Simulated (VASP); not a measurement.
The system is Lu.

```
CELL_PARAMETERS angstrom
-1.94642 1.94642 1.94642
1.94642 -1.94642 1.94642
1.94642 1.94642 -1.94642
ATOMIC_POSITIONS crystal
Lu 0.00000 0.00000 0.00000
```

The cell was built by a generator and needn't be a form met in nature.

| Property | Result |
| --- | --- |
| Program | VASP 6.6.1 |
| Task | relaxation of cell and atoms |
| Functional | LDA |
| Potentials or basis | VASP PAW PBE potentials, release 64 (Lu) |
| Cutoff | 600 eV |
| k mesh | 11 × 11 × 11 |
| Occupations | fermi-dirac, width 0.1 eV |
| Spin | no spin polarisation |

At the start: pressure -4.6 GPa; volume 29.50 Å³/atom.

Question: How do energy, volume and symmetry change on relaxing?

Answer: Over 3 steps the energy falls by 48.2 meV/atom and the volume is 26.46 Å³/atom (-10.3 %); space group Im-3m (No. 229, to 0.05 Å).

Step by step:
| step | energy change (eV) | largest force (eV/Å) | pressure (GPa) | volume (Å³) |
| --- | --- | --- | --- | --- |
| 1 | 0.0000 | 0.0000 | -4.55 | 29.50 |
| 2 | -0.0475 | 0.0000 | 0.90 | 26.06 |
| 3 | -0.0482 | 0.0000 | -0.03 | 26.46 |

Final structure:
```
CELL_PARAMETERS angstrom
-1.87716 1.87716 1.87716
1.87716 -1.87716 1.87716
1.87716 1.87716 -1.87716
ATOMIC_POSITIONS crystal
Lu 0.00000 0.00000 0.00000
```

Caveat: the PAW data sets were made with another functional, which shifts forces and pressure a little.
